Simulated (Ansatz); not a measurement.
# Z2 indices of Cu3Au — Ansatz, plane waves and PAW

Space group Pm-3m (No. 221), 4 atoms in the cell of the first input below: a = 3.740 Å, b = 3.740 Å, c = 3.740 Å, α = 90.00°, β = 90.00°, γ = 90.00°.

The structure is a measured one, not always of the ambient phase, taken without relaxation (pressure 4.8 GPa with this functional, without spin–orbit coupling). Functional: PBE.

Input:

```yaml
crystal:
  lattice:
    - [3.7399994281, 0.0, 0.0]
    - [0.0, 3.7399994281, 0.0]
    - [0.0, 0.0, 3.7399994281]
  atoms:
    - { symbol: Cu, position: [0.0, 0.5, 0.5] }
    - { symbol: Cu, position: [0.5, 0.0, 0.5] }
    - { symbol: Cu, position: [0.5, 0.5, 0.0] }
    - { symbol: Au, position: [0.0, 0.0, 0.0] }
basis:
  ecutwfc: 420
  ecutrho_ratio: 4
kpoints:
  mp_grid: { grid: [6, 6, 6] }
hamiltonian:
  xc: pbe
scf:
  occupations: { method: gaussian, width: 0.05 }
output:
  forces: true
  stress: true
  eigenvalues: true
  populations: true
  topological_invariants: true
magnetization:
  noncollinear: true
  spin_orbit: true
```

```bash
ansatz run input.yaml --threads 8 --pin off --max-ram 15360MiB --backend cpu --events-out ev --progress --plain --runs-dir out
```

Time: 94 s on 8 threads of Arm Neoverse V1, on a shared host, peak memory 1.6 GiB.

Without spin–orbit coupling the gap on a 10×10×10 mesh is 0.00 eV (the bands touch or overlap there). With it, in a separate run (self-consistent on 8×8×8, bands on 12×12×12), the bands overlap in energy by 1.91 eV (an overlap on a mesh is a lower bound, as the extrema may lie between its points). The indices are those of the lowest 76 bands, and their direct separation from the next band is open.

Odd-parity bands among them at the eight time-reversal-invariant momenta (inversion centre at 0.000 0.000 0.000):

```json
{"k": "0.0 0.0 0.0", "odd bands": "26"}
{"k": "0.0 0.0 0.5", "odd bands": "38"}
{"k": "0.0 0.5 0.0", "odd bands": "38"}
{"k": "0.0 0.5 0.5", "odd bands": "40"}
{"k": "0.5 0.0 0.0", "odd bands": "38"}
{"k": "0.5 0.0 0.5", "odd bands": "40"}
{"k": "0.5 0.5 0.0", "odd bands": "40"}
{"k": "0.5 0.5 0.5", "odd bands": "28"}
```

Q: What are the Z2 indices by the rule of Fu and Kane?

A: Each Kramers pair counts once, so δ = (−1)^(odd bands / 2): −, −, −, +, −, +, +, +. The product of all eight gives ν0, the products over the planes k_i = 1/2 the weak indices: (0;111). The Wilson-loop planes give (0;111).

Q: The cell is scaled in volume by 0.96 and 1.05 with the atoms carried along. Do the indices change?

A: No.

| volume ratio | pressure with spin–orbit coupling (GPa) | smallest direct separation sampled (eV) | at k | separation | Z2 |
| --- | --- | --- | --- | --- | --- |
| 0.96 | 12.1 | 0.025 | 0.50 0.41 0.50 | open | (0;111) |
| 1.00 | 4.4 | 0.024 | 0.50 0.41 0.50 | open | (0;111) |
| 1.05 | -2.8 | 0.024 | 0.50 0.41 0.50 | open | (0;111) |

Caveats: bands overlap in energy, so the bands counted are not the filled states; the cell shown stands at 4.4 GPa, so it isn't this functional's equilibrium; the k-mesh was not tested; the smallest direct separation, 0.024 eV, lies at k = (0.50, 0.41, 0.50), away from the time-reversal-invariant momenta; it has to stay open for the indices to be defined, but with an inversion centre they change only where bands swap parity at a time-reversal-invariant momentum.

The parity counts give a trivial strong index and nontrivial weak ones, the same at all three volumes, so moderate compression or expansion doesn't reorder the relevant parities. Most of the variation in the odd-band count is geometric: at the X and M points, though not at R, inversion moves two of the three Cu atoms by a lattice vector whose Bloch phase reverses the parity of their orbitals. Filled d and shallow-core shells probably contribute no net sign, which leaves the broad s–p states, hybridised with d, to decide the indices.

The 1.91 eV overlap fits the known metallic character of Cu3Au: the band separation is direct but strongly curved in energy, so the result identifies neither a weak topological insulator nor a quantised bulk response. Spin–orbit coupling, strongest on Au, may open the small separation, but a global gap of zero without it doesn't prove that these bands touch at the same k. For a cube face the parities imply an even number of surface Kramers crossings; whether any would stand clear of the projected bulk bands isn't shown.
